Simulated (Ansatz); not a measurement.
**Ti under changes of volume**

One of the cells (17.636 Å³/atom); the others are scaled copies at fixed shape and fractional positions:

```xyz
2
Lattice="2.9500 0.0000 0.0000 -1.4750 2.5548 0.0000 0.0000 0.0000 4.6800" Properties=species:S:1:pos:R:3 pbc="T T T"
Ti    1.4750    0.8516    3.5100
Ti    0.0000    1.7032    1.1700
```

* Program: Ansatz 0.2.0
* Functional: PBE
* Potentials or basis: Ansatz PAW
* Cutoff: 420 eV (not typed: the program's choice for these potentials)
* k mesh: 10 × 10 × 6
* Occupations: fermi-dirac, width 0.05 eV
* Spin: no spin polarisation

| volume (Å³/atom) | energy over the lowest point (meV/atom) | pressure (GPa) |
| --- | --- | --- |
| 16.577 | 14.15 | 5.9 |
| 16.930 | 4.28 | 3.2 |
| 17.283 | 0.00 | 0.8 |
| 17.636 | 0.83 | -1.5 |
| 17.988 | 6.33 | -3.5 |
| 18.341 | 16.11 | -5.3 |
| 18.694 | ? | ? |

Q: What does the run at 18.694 Å³/atom give?

A: Energy over the lowest point 29.79 meV/atom; pressure -7.0 GPa.

Worked out: A Birch-Murnaghan fit of order 3 (a polynomial in V^(-2/3)) to the other rows has its minimum at 17.40 Å³/atom with B0 = V·E''(V) = 111 GPa and B' = 3.4 at fixed shape and positions, which overstates the stiffness. It gives 29.82 meV/atom at 18.694 Å³/atom, against the run's 29.79, and -dE/dV = -7.1 GPa, against -7.0.

Energies are extrapolated to zero smearing.
